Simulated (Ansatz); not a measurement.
Tl:

```
Tl
1.0
     3.45600    0.00000    0.00000
    -1.72800    2.99298    0.00000
     0.00000    0.00000    5.52500
Tl
2
Direct
  0.66667 0.33333 0.75000
  0.33333 0.66667 0.25000
```

Base run:

| Quantity | Value |
| --- | --- |
| Program | Ansatz 0.2.0 |
| Functional | PBEsol |
| Potentials or basis | Ansatz PAW |
| Cutoff | 420 eV (not typed: the program's choice for these potentials) |
| k mesh | 9 × 9 × 5 |
| Occupations | fermi-dirac, width 0.05 eV |
| Spin | no spin polarisation |

Its results: band gap on the k mesh none (metal or under the smearing width); pressure 0.2 GPa.

Q: The run is repeated on the same cell with these changes: functional from PBEsol to r2SCAN; cutoff from 420 eV (not typed: the program's choice for these potentials) to 500 eV (not typed: the program's choice for these potentials). What comes out?

A: Band gap on the k mesh none (metal or under the smearing width); pressure 2.1 GPa.

Caveats: spin-orbit coupling is left out, which moves the levels of the heavy elements; the PAW data sets come from PBE, with cores solved anew for the run's functional, which leaves a small shift of forces and pressure.
